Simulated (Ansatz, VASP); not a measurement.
One calculation of Li, two programs

```
Li
1.0
     3.11100    0.00000    0.00000
    -1.55550    2.69421    0.00000
     0.00000    0.00000    5.09300
Li
2
Cartesian
  0.0000 1.7961 1.2732
  1.5555 0.8981 3.8197
```

Alike in both runs: task relaxation of cell and atoms; functional PBEsol; k mesh 21 × 21 × 12; occupations gaussian, width 0.1 eV; no spin polarisation.

|  | VASP | Ansatz |
| --- | --- | --- |
| version | VASP 6.6.1 | Ansatz 0.2.0 |
| potentials or method | VASP PAW PBE potentials, release 64 (Li_sv) | scalar-relativistic, plane waves, PAW |
| plane-wave cutoff (eV) | 600 | 420 |
| valence electrons in the cell | 6 | 6 |

```tsv
	VASP	Ansatz	Ansatz less VASP
gap on the k mesh at the Fermi level, each at its own relaxed structure (eV)	none	none	-
relaxed volume (Å³/atom)	19.96	20.17	+0.209
relaxed cell length with the largest relative difference (Å)	3.045	3.057	+0.0121
energy change over the relaxation (meV/atom)	-4	-3	+1.1
```

A gap of «none» marks a metal or a gap that the smearing closes.

Caveats: the cutoff is under 1.25 times the usual one of these potentials, so pressure, stress and relaxed cells hold a basis-set (Pulay) error (VASP); the PAW data sets were made with another functional, which shifts forces and pressure a little (VASP).
